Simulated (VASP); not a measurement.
# Ti2Si (P6/mmm) in VASP: relaxation of cell and atoms with PBE

Aim: the relaxation of cell and atoms of Ti2Si with PBE.

All numbers are computed with VASP 6.6.1; they aren't measurements. Logs are shortened: lines on timing, memory, paths and dates and some standing lists are left out, and cuts for length are marked.

### Step 1. The crystal as given

Symmetry: P6/mmm, No. 191, hexagonal system. The conventional cell has a = 4.159 Å, b = 4.159 Å, c = 6.156 Å, α = 90.00°, β = 90.00°, γ = 120.00°. Ti (site symmetry mmm) is surrounded by 4 Ti at 2.08 Å and 4 Si at 2.28 Å. Around Ti (site symmetry 6/mmm) lie 2 Si at 2.15 Å. Si (site symmetry 6mm) has 1 Si at 1.85 Å as nearest neighbours.

The cell was built by a generator and needn't be a form met in nature.

### Step 2. Relaxation of cell and atoms, PBE

INCAR

```
PREC = Normal
ENCUT = 520
EDIFF = 1E-4
ISMEAR = 0
SIGMA = 0.15
LREAL = False
LASPH = True
NELM = 60
ALGO = Fast
ISIF = 3
LWAVE = False
LCHARG = False
GGA = PE
IBRION = 2
NSW = 24
EDIFFG = -0.08
KPAR = 2
```

KPOINTS

```
Automatic mesh
0
Gamma
  5 5 3
```

POSCAR

```
Ti2Si
1.0
    4.1589417600      0.0000000000      0.0000000000
   -2.0794708800      3.6017492200      0.0000000000
    0.0000000000      0.0000000000      6.1558819400
Ti Si
4 2
Direct
    0.5000000000      0.0000000000      0.0000000000
    0.0000000000      0.5000000000      0.0000000000
    0.5000000000      0.5000000000      0.0000000000
    0.0000000000      0.0000000000      0.5000000000
    0.0000000000      0.0000000000      0.8500607200
    0.0000000000      0.0000000000      0.1499392800
```

Potentials or basis: VASP PAW PBE potentials, release 64 (Ti_sv, Si).

Command:

```sh
$ cat potpaw_PBE.64/Ti_sv/POTCAR potpaw_PBE.64/Si/POTCAR > POTCAR
$ mpirun -np 2 vasp_std > vasp.out
```

OUTCAR:

```text
PREC = Normal
   ENCUT = 520
   EDIFF = 1E-4
   ISMEAR = 0
   LREAL = False
   LASPH = True
   NELM = 60
   ISIF = 3
   GGA = PE
   IBRION = 2
   NSW = 24
   EDIFFG = -0.08

 ion  position               nearest neighbor table
   1  0.500  0.000  0.000-   2 2.08   3 2.08   3 2.08   2 2.08   5 2.28   5 2.28   6 2.28   6 2.28

   2  0.000  0.500  0.000-   3 2.08   3 2.08   1 2.08   1 2.08   5 2.28   6 2.28   5 2.28   6 2.28

   3  0.500  0.500  0.000-   2 2.08   2 2.08   1 2.08   1 2.08   5 2.28   6 2.28   5 2.28   6 2.28

   4  0.000  0.000  0.500-   5 2.15   6 2.15
   5  0.000  0.000  0.850-   6 1.85   4 2.15   1 2.28   1 2.28   3 2.28   2 2.28   2 2.28   3 2.28

   6  0.000  0.000  0.150-   5 1.85   4 2.15   1 2.28   1 2.28   3 2.28   2 2.28   2 2.28   3 2.28

  LATTYP: Found a hexagonal cell.
 ALAT       =     4.1589417600
 C/A-ratio  =     1.4801558414

  Lattice vectors:

 A1 = (   4.1589417600,   0.0000000000,   0.0000000000)
 A2 = (  -2.0794708800,   3.6017492200,   0.0000000000)
 A3 = (   0.0000000000,   0.0000000000,   6.1558819400)

Analysis of symmetry for initial positions (statically):
=====================================================================
 Subroutine PRICEL returns:
 Original cell was already a primitive cell.

 Routine SETGRP: Setting up the symmetry group for a
 hexagonal supercell.

 Subroutine GETGRP returns: Found 24 space group operations
 (whereof 24 operations were pure point group operations)
 out of a pool of 24 trial point group operations.

The static configuration has the point symmetry D_6h.

Analysis of symmetry for dynamics (positions and initial velocities):
=====================================================================
 Subroutine PRICEL returns:
 Original cell was already a primitive cell.

 Routine SETGRP: Setting up the symmetry group for a
 hexagonal supercell.

 Subroutine GETGRP returns: Found 24 space group operations
 (whereof 24 operations were pure point group operations)
 out of a pool of 24 trial point group operations.

The dynamic configuration has the point symmetry D_6h.

 Subroutine INISYM returns: Found 24 space group operations
 (whereof 24 operations are pure point group operations),
 and found     1 'primitive' translations

----------------------------------------------------------------------------------------

                                     Primitive cell

  volume of cell :      92.2118

  direct lattice vectors                    reciprocal lattice vectors
     4.158941760  0.000000000  0.000000000     0.240445781  0.138821436  0.000000000
    -2.079470880  3.601749220  0.000000000     0.000000000  0.277642873  0.000000000
     0.000000000  0.000000000  6.155881940     0.000000000  0.000000000  0.162446260

  length of vectors
     4.158941760  4.158941763  6.155881940     0.277642873  0.277642873  0.162446260

  position of ions in fractional coordinates (direct lattice)
     0.500000000  0.000000000  0.000000000
     0.000000000  0.500000000  0.000000000
     0.500000000  0.500000000  0.000000000
     0.000000000  0.000000000  0.500000000
     0.000000000  0.000000000  0.850060720
     0.000000000  0.000000000  0.149939280

  ion indices of the primitive-cell ions
   primitive index   ion index
                 1           1
                 2           2
                 3           3
                 4           4
                 5           5
                 6           6

----------------------------------------------------------------------------------------

 KPOINTS: Automatic mesh

Automatic generation of k-mesh.
 Grid dimensions read from file:
 generate k-points for:    5    5    3

 Generating k-lattice:

  Cartesian coordinates                     Fractional coordinates (reciprocal lattice)
     0.048089156  0.027764287  0.000000000     0.200000000 -0.000000000  0.000000000
     0.000000000  0.055528575  0.000000000     0.000000000  0.200000000  0.000000000
     0.000000000  0.000000000  0.054148753     0.000000000  0.000000000  0.333333333

  Length of vectors
     0.055528575  0.055528575  0.054148753

  Shift w.r.t. Gamma in fractional coordinates (k-lattice)
     0.000000000  0.000000000  0.000000000

 Subroutine IBZKPT returns following result:
 ===========================================

 Found     10 irreducible k-points:

 Following reciprocal coordinates:
            Coordinates               Weight
  0.000000  0.000000  0.000000      1.000000
  0.200000  0.000000  0.000000      6.000000
  0.400000 -0.000000  0.000000      6.000000
  0.200000  0.200000  0.000000      6.000000
  0.400000  0.200000  0.000000      6.000000
  0.000000  0.000000  0.333333      2.000000
  0.200000  0.000000  0.333333     12.000000
  0.400000 -0.000000  0.333333     12.000000
  0.200000  0.200000  0.333333     12.000000
  0.400000  0.200000  0.333333     12.000000
   k-points           NKPTS =     10   k-points in BZ     NKDIM =     10   number of bands    NBANDS=     33
   number of dos      NEDOS =    301   number of ions     NIONS =      6
   total plane-waves  NPLWV =  20736
   dimension x,y,z NGX =    24 NGY =   24 NGZ =   36
   dimension x,y,z NGXF=    48 NGYF=   48 NGZF=   72
   ions per type =               4   2
   NGX,Y,Z   is equivalent  to a cutoff of   9.59,  9.59,  9.72 a.u.
   NGXF,Y,Z  is equivalent  to a cutoff of  19.19, 19.19, 19.44 a.u.
 SYSTEM =  unknown system
   PREC   = normal    normal or accurate (medium, high low for compatibility)
   ISTART =      0    job   : 0-new  1-cont  2-samecut
   ICHARG =      2    charge: 1-file 2-atom 10-const
   ISPIN  =      1    spin polarized calculation?
   LNONCOLLINEAR =      F non collinear calculations
   LSORBIT =      F    spin-orbit coupling
   LASPH  =      T    aspherical Exc in radial PAW
   ENCUT  =  520.0 eV  38.22 Ry    6.18 a.u.   7.73  7.73 11.45*2*pi/ulx,y,z
   NELM   =     60;   NELMIN=  2; NELMDL= -5     # of ELM steps
   EDIFF  = 0.1E-03   stopping-criterion for ELM
   LREAL  =      F    real-space projection
   EDIFFG = -.8E-01   stopping-criterion for IOM
   NSW    =     24    number of steps for IOM
   IBRION =      2    ionic relax: 0-MD 1-quasi-New 2-CG
   NFREE  =      1    steps in history (QN), initial steepest desc. (CG)
   ISIF   =      3    stress and relaxation
   ISYM   =      2    0-nonsym 1-usesym 2-fastsym
   POTIM  = 0.5000    time-step for ionic-motion
   TEBEG  =    0.0;   TEEND  =   0.0 temperature during run
   PSTRESS=    0.0 pullay stress
   NELECT =      56.0000    total number of electrons
   NUPDOWN=      -1.0000    fix difference up-down
   EMIN   =  10.00;   EMAX   =-10.00  energy-range for DOS
   EFERMI =   0.00;   METHOD = LEGACY
   ISMEAR =     0;   SIGMA  =   0.15  broadening in eV -4-tet -1-fermi 0-gaus
   EFERMI_NEDOS =   21; number of points for ismear=-14 and -15
   IALGO  =     68    algorithm
   IMIX   =      4    mixing-type and parameters
     AMIX     =   0.40;   BMIX     =  1.00
     AMIX_MAG =   1.60;   BMIX_MAG =  1.00
  volume/ion in A,a.u.               =      15.37       103.71
  Fermi-wavevector in a.u.,A,eV,Ry     =   1.386358  2.619836 26.150231  1.921988
  Thomas-Fermi vector in A             =   2.510681
   LORBIT       =      0    0 simple, 1 ext, 2 COOP (PROOUT), +10 PAW based schemes
   GGA     = PE    functional components
   LHFCALC =     F    Hartree Fock is set to
   AEXX    =    0.0000 exact exchange contribution
   IVDW    =     0    specifies the selected vdW correction
   LEPSILON=     F    determine dielectric tensor
   LRPA    =     F    only Hartree local field effects (RPA)
 conjugate gradient relaxation of ions
 non-spin polarized calculation
 RMM-DIIS sequential band-by-band and
 Gauss-broadening in eV      SIGMA  =   0.15
  energy-cutoff  :      520.00
  volume of cell :       92.21
 maximum number of plane-waves:      2525
   NGX = 15   NGY = 15   NGZ = 23

--------------------------------------- Ionic step        1  -------------------------------------------

 number of electron      55.9999987 magnetization

 Free energy of the ion-electron system (eV)
  ---------------------------------------------------
  ext. energy  EPLUGINS =         0.00000000
  ---------------------------------------------------
  free energy    TOTEN  =       -25.24743553 eV

  energy without entropy =      -25.22302107  energy(sigma->0) =      -25.23522830

 E-fermi :   9.1299     XC(G=0): -10.9202

 val. band max:        9.0025858043   @ k =   0.4000   0.2000   0.3333
 cond. band min:       9.2439148823   @ k =   0.4000   0.2000   0.0000
 fundamental gap:      0.2413290780
 Fermi energy:         9.1299062262

 k-point     1 :       0.0000    0.0000    0.0000
  band No.  band energies     occupation
      1     -48.7273      2.00000
      2     -47.9596      2.00000
      3     -46.1752      2.00000
      4     -46.1752      2.00000
      5     -27.1995      2.00000
      6     -25.3095      2.00000
[... 1199 lines left out ...]
     32       3.9980      0.00375
     33       4.2108      0.00000

[... ionic steps 4 to 18 ...]

--------------------------------------- Ionic step       19  -------------------------------------------

 number of electron      55.9999800 magnetization

------------------------ aborting loop because EDIFF is reached ----------------------------------------

  FORCE on cell =-STRESS in cart. coord.  units (eV):
  Direction    XX          YY          ZZ          XY          YZ          ZX
  --------------------------------------------------------------------------------------
  -------------------------------------------------------------------------------------
  Total        0.9056127      0.9056127      0.9507114     -0.0000000      0.0000000     -0.0000000
  in kB        9.6642193      9.6642193     10.1454885     -0.0000000      0.0000000     -0.0000000
  external PRESSURE =       9.8246424 kB  Pullay stress =       0.0000000 kB

 VOLUME and BASIS-vectors are now :
 -----------------------------------------------------------------------------
  energy-cutoff  :      520.00
  volume of cell :      150.14
      direct lattice vectors                 reciprocal lattice vectors
     4.991032894  0.000000000 -0.000000000     0.200359329  0.115677512 -0.000000000
    -2.495516447  4.322361282 -0.000000000    -0.000000000  0.231355024 -0.000000000
     0.000000000  0.000000000  6.959448510     0.000000000  0.000000000  0.143689546
[... 41 lines left out ...]
 POSITION                                       TOTAL-FORCE (eV/Angst)
 -----------------------------------------------------------------------------------
      2.51138      0.00000     -0.00000        -0.000000     -0.000000      0.000000
     -1.25569      2.17492     -0.00000        -0.000000      0.000000      0.000000
      1.25569      2.17492     -0.00000        -0.000000     -0.000000      0.000000
      0.00000      0.00000      3.50480        -0.000000      0.000000      0.000000
      0.00000      0.00000      5.86950         0.000000      0.000000      0.213320
      0.00000      0.00000      1.14011        -0.000000     -0.000000     -0.213320
 -----------------------------------------------------------------------------------
    total drift:                                0.000000      0.000000     -0.000000

  FREE ENERGIE OF THE ION-ELECTRON SYSTEM (eV)
  ---------------------------------------------------
  free  energy   TOTEN  =       -37.7024900824 eV

  energy  without entropy=      -37.5895122994  energy(sigma->0) =      -37.64600119

--------------------------------------- Ionic step       21  -------------------------------------------

 number of electron      55.9999866 magnetization

 Free energy of the ion-electron system (eV)
  ---------------------------------------------------
  ext. energy  EPLUGINS =         0.00000000
  ---------------------------------------------------
  free energy    TOTEN  =       -37.70503290 eV

  energy without entropy =      -37.59332415  energy(sigma->0) =      -37.64917853

 E-fermi :   4.4209     XC(G=0):  -8.8739

 val. band max:        4.4028667736   @ k =   0.4000  -0.0000   0.3333
 cond. band min:       4.4493698524   @ k =   0.4000   0.2000   0.3333
 fundamental gap:      0.0465030788
 Fermi energy:         4.4208680503

 k-point     1 :       0.0000    0.0000    0.0000
  band No.  band energies     occupation
      1     -53.2739      2.00000
      2     -52.2222      2.00000
      3     -51.9081      2.00000
      4     -51.9081      2.00000
      5     -29.7549      2.00000
      6     -29.7549      2.00000
[... 371 lines left out ...]
 POSITION                                       TOTAL-FORCE (eV/Angst)
 -----------------------------------------------------------------------------------
      2.50563      0.00000     -0.00000        -0.000000     -0.000000      0.000000
     -1.25281      2.16994     -0.00000        -0.000000     -0.000000      0.000000
      1.25281      2.16994     -0.00000        -0.000000     -0.000000      0.000000
      0.00000      0.00000      3.49570        -0.000000     -0.000000      0.000000
      0.00000      0.00000      5.85958         0.000000      0.000000      0.023449
      0.00000      0.00000      1.13183        -0.000000     -0.000000     -0.023449
 -----------------------------------------------------------------------------------
    total drift:                                0.000000      0.000000     -0.000000

  FREE ENERGIE OF THE ION-ELECTRON SYSTEM (eV)
  ---------------------------------------------------
  free  energy   TOTEN  =       -37.7050329043 eV

  energy  without entropy=      -37.5933241484  energy(sigma->0) =      -37.64917853

 reached required accuracy - stopping structural energy minimisation
```

Run time: 6.5 min. Hardware: 2 MPI ranks of Intel Xeon Platinum 8488C (Sapphire Rapids), shared host; peak memory 0.16 GiB.

Results:

```
Free energy                            : -37.7050 eV
Relaxed volume                         : 25.34 Å³/atom
Relaxed cell                           : a = 5.011 Å, b = 5.011 Å, c = 6.991 Å, α = 90.00°, β = 90.00°, γ = 120.00°
Space group after relaxing (to 0.05 Å) : P6/mmm (No. 191)
Energy gained by relaxing              : 2076.3 meV/atom
Ionic steps                            : 21
Pressure after relaxing                : 0.0 GPa
Largest force after relaxing           : 0.023 eV/Å
Band gap on the k mesh                 : none (metal or under the smearing width)
```

Forces on the atoms (eV/Å):
```
Ti   0.000  0.000  0.000
Ti   0.000  0.000  0.000
Ti   0.000  0.000  0.000
Ti   0.000  0.000  0.000
Si   0.000  0.000  0.023
Si   0.000  0.000 -0.023
```

Stress tensor (GPa, compression positive):
```
-0.05  0.00  0.00
 0.00 -0.05  0.00
 0.00  0.00  0.10
```

Step by step:
```
step  energy change (eV)  largest force (eV/Å)  pressure (GPa)  volume (Å³)
   1              0.0000               13.2950           89.15        92.21
   2            140.8528                5.5566          -27.76       257.88
   3             75.7468                2.0139          162.49       167.36
   4             -2.5957               10.1975           -9.68       231.03
   5             -4.6332                9.7665           -2.18       210.78
   6             -6.7227                9.4374           -1.52       188.25
   7             -7.6659                9.2191           -0.80       177.61
   8             -8.1069                9.0900           -0.38       172.43
   9             -8.3183                9.0298           -0.10       169.89
  10            -11.6932                0.0971           -4.03       167.90
  11            -11.7782                1.0072           -4.41       168.52
  12            -12.2998                0.0767            0.30       152.43
  13            -12.3156                0.1433            0.90       150.66
  14            -12.3048                0.6513            2.60       147.15
  15            -12.3190                0.2430            1.34       149.82
  16            -12.4448                0.3431            0.94       150.14
  17            -12.4485                0.3250            0.96       150.13
  18            -12.4489                0.3258            0.93       150.13
  19            -12.4487                0.3379            0.98       150.14
  20            -12.4551                0.2133           -0.23       153.15
  21            -12.4576                0.0234            0.00       152.05
```

Final structure:
```
Ti Si
1.0
     5.01125    0.00000    0.00000
    -2.50563    4.33987    0.00000
     0.00000    0.00000    6.99141
Ti Si
4 2
Direct
  0.50000 0.00000 0.00000
  0.00000 0.50000 0.00000
  0.50000 0.50000 0.00000
  0.00000 0.00000 0.50000
  0.00000 0.00000 0.83811
  0.00000 0.00000 0.16189
```

Caveat: the volume moved by over 15 % at a fixed basis, so the end points are rough; the relaxation stopped at a loose force limit of 0.08 eV/Å, so its end isn't a converged minimum.
